Calculated values. ASe₃ compounds in the Cu₃Au (L1₂) structure (Pm-3m, No. 221), A on the Au site and Se on the Cu sites, relaxed with the symmetry kept. Ansatz 0.2.0, plane-wave PAW, scalar-relativistic PBE, cutoff 420 eV, k mesh 10×10×10 (12×12×12 for Mo and W). Energies are relative to the elements' standard states; valence electrons are counted per formula unit by group number.

| formula | Z A | valence electrons | volume per atom (Å³) | shortest distance (Å) | spin | energy over elements (eV/atom) |
| --- | --- | --- | --- | --- | --- | --- |
| ZnSe3 | 30 | 30 | 20.26 | 3.060 | none | 0.485 |
| GeSe3 | 32 | 22 | 20.99 | 3.096 | none | 0.505 |
| MoSe3 | 42 | 24 | 19.43 | 3.018 | collinear | 0.818 |
| InSe3 | 49 | 21 | 22.68 | 3.177 | none | 0.379 |
| SnSe3 | 50 | 22 | 23.16 | 3.199 | none | 0.340 |
| SbSe3 | 51 | 23 | 22.34 | 3.161 | none | 0.495 |
| WSe3 | 74 | 24 | 18.47 | 2.967 | none | 1.144 |
| PtSe3 | 78 | 28 | 19.08 | 2.999 | none | 0.739 |

The two competitors are a crystal ASe₃, with every atom on a site of the close-packed Cu₃Au structure, and the same atoms left as elemental A and elemental selenium. The column "energy over elements" is the first less the second, so a positive value means that the elements are more stable. They win in all eight rows, by 0.34 eV per atom for SnSe₃ and by 1.14 eV per atom for WSe₃.

The first reason lies in selenium. Its atom has four p electrons and needs two more to fill the shell, which it gets in the element from two short bonds of roughly 2.4 Å. In the Cu₃Au structure each selenium atom has twelve neighbours instead, eight Se and four A, all at the same "shortest distance". That distance is 24 to 33 % longer than the bond in the element. Two strong, directed bonds have been exchanged for many weak contacts, an arrangement that suits metals far better than selenium.

The second reason lies in A, which must give up the bonding in its own solid. A cycle puts a size on this: take one A atom out of its solid, which costs the cohesive energy, then let the free atom join three selenium atoms taken from the element. For WSe₃ the whole process costs 4 × 1.144 ≈ 4.6 eV per formula unit. Tungsten's cohesive energy is about 8.9 eV (a rough, recalled value), so the second step returns only 8.9 − 4.6 = 4.3 eV, about half of what was spent.

Platinum and molybdenum also get back about half, as do germanium and tin. What comes back is the new bonding of A less the damage to selenium, so the similar shares are a pattern and not a law; indium, antimony and zinc fall short of it. Where the pattern holds, the metal with the strongest bonding of its own loses most, which gives the order W, Mo, Pt of the three highest energies. Zinc shows the selenium side of the account. Its cohesive energy is only about 1.4 eV, yet ZnSe₃ costs 1.9 eV, so even a free zinc atom would not repay the damage done to selenium. No run of close-packed selenium alone is at hand, so that damage is not sized here; the zinc row only puts it above about 0.5 eV per formula unit, provided zinc binds at all.

A straight line in the cohesive energy of A, fitted to all eight rows, misses by 0.09 eV per atom (rms), and by 0.13 when each row is predicted from the others. It follows the step up to Pt, Mo and W, though these also have the three smallest cells, so the fit alone can't prove the cause. The eight rows are also a selection, from which failed runs are left out. Among the other five rows the correlation with cohesion vanishes. There the energy tends to fall as the cell grows, but five rows are few, and SbSe₃ breaks the trend: its cell is nearly as large as those of InSe₃ and SnSe₃, yet its energy is that of ZnSe₃ and GeSe₃. The volume mostly reflects the size of A, larger for In, Sn and Sb than for Zn and Ge, so it is not shown to be a cause, and the order of these five is left unexplained. The output below gives the cycle row by row and sums up two fits, one in the cohesive energy and one in the volume.

The verdict for the elements is safe at this level of theory, PBE without spin-orbit coupling. The smallest margin, 0.34 eV per atom, is some eighty times the k-mesh error, which is about 4 meV per atom in the data makers' tests on other systems and was not measured for these runs. It also exceeds the usual error of such a functional for energies of formation, roughly 0.1 to 0.2 eV per atom. Part of that error is expected to come from the dispersion forces, which help to hold the chains of solid selenium together and which PBE lacks. The energies are for zero temperature and leave out zero-point motion, but heat is unlikely to change the verdict: even at 1000 K, SnSe₃ would need about 3.9 k_B per atom more entropy than the elements, far more than a solid is expected to gain over them. The comparison is a mild one, too: known compounds such as ZnSe or MoSe₂, with the leftover selenium, lie lower still than the elements.

The order among the compounds is less secure. ZnSe₃, SbSe₃ and GeSe₃ lie within 0.02 eV per atom of each other and should be read as equal. SnSe₃ lies below InSe₃ by 0.04 eV per atom, which is more than the mesh error but well within reach of the functional's. All five were run without spin polarisation. None of the runs carries a warning of its own, but the makers of the data caution, from tests on other systems, that a magnetic state may lie lower when spin is left out. This concerns InSe₃ and SbSe₃, the two rows with an odd electron count. A metal needs no moment for an odd count, however, and their smearing terms point to only about one state per eV and atom at the Fermi level, which is expected to be too few for these s-p bands to turn magnetic.

Spin also matters for the three highest energies, because only MoSe₃ was allowed a magnetic moment and it took one, of about 2.3 μB on molybdenum. The same freedom could only lower PtSe₃, which already lies 0.08 eV per atom below MoSe₃; but another magnetic order of MoSe₃, which a cell with one Mo atom can't show, could lower that compound too, and spin-orbit coupling or the functional could also change so small a difference. For WSe₃ to drop to the level of MoSe₃, magnetism would have to gain 1.3 eV per tungsten atom. WSe₃ has the largest smearing term of the eight runs, and so the highest density of states at the Fermi level, which makes a moment plausible. But the exchange energy of a moment like molybdenum's is expected to stay under 1 eV even before its cost in band energy, so WSe₃ should remain the highest; no spin-polarised run of it is at hand to confirm this.

Pressure might reverse the verdict, since it favours the denser competitor. Tin and selenium both take up roughly 27 Å³ per atom as elements, against 23.2 Å³ in SnSe₃. Dividing 0.34 eV by the 3.8 Å³ saved gives a pressure of order 10 GPa, but only if the saving stayed the same under load. The estimate also sets recalled volumes of the elements against a PBE cell, and PBE is expected to give selenium a larger volume than it really has. The loosely packed selenium chains are easily compressed, so the saving is expected to shrink quickly. The true pressure should then be much higher, and if the saving runs out first, pressure alone won't reverse the verdict.

Another way is to let the atoms move off their sites. The relaxation kept the cubic symmetry, under which the forces vanish whether or not the crystal is stable against distortion. A distortion that brings selenium atoms together in pairs would restore part of the lost bonding and might bring the energy below that of the elements. The winner would then be a compound of the same formula, but no longer one with the Cu₃Au structure.

The analysis program printed:

```
Cycle through the free A atom, eV a formula unit:
    row  cost_over_elements  cohesion_of_A_recalled  returned_to_free_A  returned_percent
  ZnSe3                1.94                     1.4               -0.54            -38.57
  GeSe3                2.02                     3.9                1.88             48.21
  MoSe3               3.272                     6.8               3.528             51.88
  InSe3               1.516                     2.5               0.984             39.36
  SnSe3                1.36                     3.1                1.74             56.13
  SbSe3                1.98                     2.7                0.72             26.67
   WSe3               4.576                     8.9               4.324             48.58
  PtSe3               2.956                     5.8               2.844             49.03
fit of E on 8 rows: constant 0.1787 +/- 0.078, coefficient of coh 0.09901 +/- 0.016; rms 0.0908, worst ZnSe3 -0.168, leave-one-out rms 0.134
fit of E on 8 rows: constant 3.396 +/- 0.62, coefficient of volume_per_atom -0.1338 +/- 0.03; rms 0.121, worst WSe3 -0.219, leave-one-out rms 0.167
Correlation of energy with cohesion, five weakly bound A: -0.03029
Correlation of energy with volume, five weakly bound A: -0.766
Smallest margin of the elements, eV an atom: 0.34
Largest margin of the elements, eV an atom: 1.144
Gap between lowest of Pt, Mo, W and highest of the rest, eV an atom: 0.234
GeSe3 less ZnSe3, eV an atom: 0.02
InSe3 less SnSe3, eV an atom: 0.039
MoSe3 less PtSe3, eV an atom: 0.079
WSe3 less MoSe3, eV an atom: 0.326
WSe3 less MoSe3, eV a formula unit: 1.304
Largest smearing correction (half of TS), eV an atom: 0.003476
Shortest distance over a Se-Se bond of 2.4 angstrom, smallest ratio: 1.236
Shortest distance over a Se-Se bond of 2.4 angstrom, largest ratio: 1.333
Entropy gain needed by SnSe3 at 1000 K, k_B an atom: 3.946
Smallest volume saved against the elements, cubic angstrom an atom: 3.74
Largest volume saved against the elements, cubic angstrom an atom: 5.78
Crude pressure for reversal, lowest row, GPa: 14.19
Crude pressure for reversal, highest row, GPa: 31.71
```
